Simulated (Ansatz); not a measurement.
# Electric field gradients in SnO under strain

The cell is a COD entry, relaxed with PBE at fixed cell and then changed (z stretched by 2 %, ions relaxed).

```yaml
crystal:
  lattice:
    - [2.50000, -2.86000, 0.00000]
    - [2.50000, 2.86000, 0.00000]
    - [0.00000, 0.00000, 11.34240]
  atoms:
    - { symbol: Sn, position: [0.00001, 0.99999, 0.98382] }
    - { symbol: Sn, position: [0.99999, 0.00001, 0.48382] }
    - { symbol: Sn, position: [0.49987, 0.50013, 0.27318] }
    - { symbol: Sn, position: [0.50013, 0.49987, 0.77318] }
    - { symbol: O, position: [0.99999, 0.49998, 0.37850] }
    - { symbol: O, position: [0.00001, 0.50002, 0.87850] }
    - { symbol: O, position: [0.50002, 0.00001, 0.37850] }
    - { symbol: O, position: [0.49998, 0.99999, 0.87850] }
```

Atoms are numbered from 1 in the order listed; like atoms form one site, named after its first atom.

All values are calculated (Ansatz; DFT, PBE, plane waves and PAW, scalar-relativistic, 420 eV cutoff, Γ-centred 8×8×3 k-points, Fermi–Dirac smearing 0.02 eV), not measured.

C_Q = eQV_zz/h, which is 24.18 MHz for Q = 1 b and V_zz = 10²¹ V/m²; η = (V_xx − V_yy)/V_zz.

O-17: I = 5/2, Q = -25.58 mb. Nuclear quadrupole moments: year-2017 set (Pyykkö).

(1) Which values are expected at the nuclei?

## Answers

(1) 

```csv
site,atoms (order as listed),first shell,"V_xx, V_yy, V_zz (10²¹ V/m²)",η,C_Q (MHz)
Sn,"1, 2, 3, 4",4 O at 2.24 Å,"6.39, 12.18, -18.57",0.31,–
O,"5, 6, 7, 8",4 Sn at 2.24 Å,"1.49, 3.56, -5.06",0.41,3.13
```

At Sn V_zz points towards the open side of its shell (within 1°).

Sn has no stable isotope with a ground-state quadrupole moment in the table, so no C_Q is given.

Without spin–orbit coupling (the program notes it for Sn) the gradients can shift somewhat, as the gap is small. The database positions were far from equilibrium, so the relaxed structure may not be the compound's real one.

The relaxation (4 steps) took 64 s of wall time (60 s of CPU time) and 0.6 GiB at its peak, on 1 thread of Intel Xeon 6975P-C (Granite Rapids) (x86_64; 16 cores open to the job, memory cap 3.0 GiB, no GPU), a shared host with a load of 0.5 a core.
